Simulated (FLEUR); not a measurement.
# MgS (Niningerite): equation of state with LDA

The system is MgS (Niningerite).

```
CELL_PARAMETERS angstrom
0.00000 2.60165 2.60165
2.60165 0.00000 2.60165
2.60165 2.60165 0.00000
ATOMIC_POSITIONS crystal
S 0.50000 0.50000 0.50000
Mg 0.00000 0.00000 0.00000
```

- Program: FLEUR MaX-R8.1 (later development tree)
- Task: equation of state
- Functional: LDA
- Potentials or basis: all-electron
- Basis: FLAPW
- Kmax: 4.43 1/bohr
- k mesh: 9 × 9 × 9
- Occupations: fermi-dirac, width 0.05 eV
- Spin: no spin polarisation

| Property | Result |
| --- | --- |
| Equilibrium volume | 16.86 Å³/atom |
| Bulk modulus | 83 GPa |
| Pressure derivative of the bulk modulus | 4.1 (rough: it moves with the points fitted) |

Energy against volume, from the lowest point:
```csv
volume (Å³/atom),energy (meV/atom)
16.553,1.50
16.905,0.00
17.609,7.97
18.314,28.19
18.666,42.16
```

LDA usually gives volumes a few per cent too small. Zero-point motion and thermal expansion aren't in these numbers.
